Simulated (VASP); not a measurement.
Input:

```yaml
crystal:
  lattice:
    - [3.81000, 0.00000, 0.00000]
    - [0.00000, 3.81000, 0.00000]
    - [0.00000, 0.00000, 3.81000]
  atoms:
    - { symbol: La, position: [0.00000, 0.00000, 0.00000] }
    - { symbol: Al, position: [0.50000, 0.50000, 0.50000] }
    - { symbol: O, position: [0.50000, 0.00000, 0.50000] }
    - { symbol: O, position: [0.00000, 0.50000, 0.50000] }
    - { symbol: O, position: [0.50000, 0.50000, 0.00000] }
```

Computed with PBE GGA, VASP's PBE PAW potentials (set 64) (plane waves; VASP). Numerical set-up: 520 eV cut-off, 8×8×8 Γ-centred mesh, Gaussian smearing of 0.010 eV, potentials La Al O.

Question: The job: LaAlO$_{3}$ (cubic perovskite), 5 atoms, PBE, optics run with many empty bands, 520 eV, 8×8×8 Γ-centred mesh. Roughly how much core time does it take on a busy server core?

Answer: About 70 core-seconds (one run on a shared machine, a rough figure). It had 35 irreducible k-points, 60 bands, up to 1504 plane waves and 15 electronic steps.

The compound is LaAlO3 in the cubic perovskite structure, the ideal cubic form; the compound distorts at low or room temperature. The cell was not relaxed at this level.
